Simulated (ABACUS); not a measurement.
A run of ABACUS 3.10.1:

run_abacus.py

```python
"""ABACUS run from a structure file: ASE reads it, the script writes STRU, KPT and INPUT."""
import re
import subprocess
import spglib
from ase import Atoms
from ase.io import read
from ase.units import Bohr

atoms = read("Zn.cif")
cell, frac, numbers = spglib.standardize_cell((atoms.cell[:], atoms.get_scaled_positions(), atoms.numbers), to_primitive=True, symprec=1e-4)
atoms = Atoms(numbers=numbers, cell=cell, scaled_positions=frac, pbc=True)  # the primitive cell
atoms = atoms[(-atoms.numbers).argsort(kind="stable")]  # ABACUS lists atoms element by element
pseudo = {'Zn': 'Zn.upf'}
orbital = {}
magmoms = None
kmesh = [9, 9, 5]
params = {
    'suffix': 'Zn',
    'calculation': 'cell-relax',
    'basis_type': 'pw',
    'pseudo_dir': './',
    'symmetry': 1,
    'dft_functional': 'GGA_XC_HLE16',
    'ecutwfc': 84,
    'pseudo_rcut': 10,
    'nspin': 1,
    'nbands': 24,
    'ks_solver': 'dav',
    'smearing_method': 'fd',
    'smearing_sigma': 0.00367493,
    'scf_thr': 1e-08,
    'scf_nmax': 100,
    'mixing_type': 'broyden',
    'mixing_beta': 0.7,
    'cal_force': 1,
    'cal_stress': 1,
    'relax_nmax': 60,
    'force_thr_ev': 0.02,
    'relax_method': 'cg',
    'out_stru': 1,
    'stress_thr': 1,
    'kpar': 4,
}

symbols = atoms.get_chemical_symbols()
elements = list(dict.fromkeys(symbols))
lines = ["ATOMIC_SPECIES"] + [f"{e} {atoms.get_masses()[symbols.index(e)]:.4f} {pseudo[e]}" for e in elements]
if orbital:
    lines += ["", "NUMERICAL_ORBITAL"] + [orbital[e] for e in elements]
lines += ["", "LATTICE_CONSTANT", f"{1 / Bohr:.10f}", "", "LATTICE_VECTORS"]
lines += [" ".join(f"{x:.10f}" for x in v) for v in atoms.cell]
lines += ["", "ATOMIC_POSITIONS", "Direct"]
for e in elements:
    lines += ["", e, "0.0", str(symbols.count(e))]
    for i, p in enumerate(atoms.get_scaled_positions(wrap=False)):
        if symbols[i] == e:
            mag = "" if magmoms is None else " mag " + " ".join(str(x) for x in (magmoms[i] if isinstance(magmoms[i], list) else [magmoms[i]]))
            lines.append(" ".join(f"{x:.10f}" for x in p) + " 1 1 1" + mag)
open("STRU", "w").write("\n".join(lines) + "\n")
open("KPT", "w").write("K_POINTS\n0\nGamma\n%d %d %d 0 0 0\n" % tuple(kmesh))
open("INPUT", "w").write("INPUT_PARAMETERS\n" + "".join(f"{k:<20s}{v}\n" for k, v in params.items()))

done = subprocess.run(['mpirun', '-np', '4', 'abacus'])
if done.returncode:
    raise SystemExit(done.returncode)
log = open("OUT.Zn/running_cell-relax.log").read()
print("final energy (eV):", re.findall(r"FINAL_ETOT_IS (\S+)", log))
```

Contents of Zn.cif:

```cif
data_Zn
_cell_length_a 2.67000000
_cell_length_b 2.67000000
_cell_length_c 4.96600000
_cell_angle_alpha 90.00000000
_cell_angle_beta 90.00000000
_cell_angle_gamma 120.00000000
_space_group_name_H-M_alt 'P6_3/mmc'
_space_group_name_Hall '-P 6c 2c'
_space_group_IT_number 194
loop_
_space_group_symop_operation_xyz
'x,y,z'
'-x,-y,-z'
'x-y,x,z+1/2'
'-x+y,-x,-z+1/2'
'-y,x-y,z'
'y,-x+y,-z'
'-x,-y,z+1/2'
'x,y,-z+1/2'
'-x+y,-x,z'
'x-y,x,-z'
'y,-x+y,z+1/2'
'-y,x-y,-z+1/2'
'-y,-x,-z+1/2'
'y,x,z+1/2'
'-x,-x+y,-z'
'x,x-y,z'
'-x+y,y,-z+1/2'
'x-y,-y,z+1/2'
'y,x,-z'
'-y,-x,z'
'x,x-y,-z+1/2'
'-x,-x+y,z+1/2'
'x-y,-y,-z'
'-x+y,y,z'
loop_
_atom_site_label
_atom_site_type_symbol
_atom_site_symmetry_multiplicity
_atom_site_Wyckoff_symbol
_atom_site_fract_x
_atom_site_fract_y
_atom_site_fract_z
_atom_site_occupancy
Zn1 Zn 2 c 0.6666666667 0.3333333333 0.7500000000 1
```

Potentials or basis: Ansatz NC PBE, plane waves.

Run with:

```sh
$ OMP_NUM_THREADS=1 python run_abacus.py > log
```

Hardware: 4 MPI ranks on Intel(R) Xeon(R) 6975P-C (Granite Rapids), on a shared host.

**Question.** How long does it take, and how much memory?

**Answer.** Run time: 52 s on 4 MPI ranks on Intel(R) Xeon(R) 6975P-C (Granite Rapids) (shared host), peak memory 0.36 GiB a rank. Counts: scf iterations 46, k points 36, bands 24, ion steps 9, ranks 4.
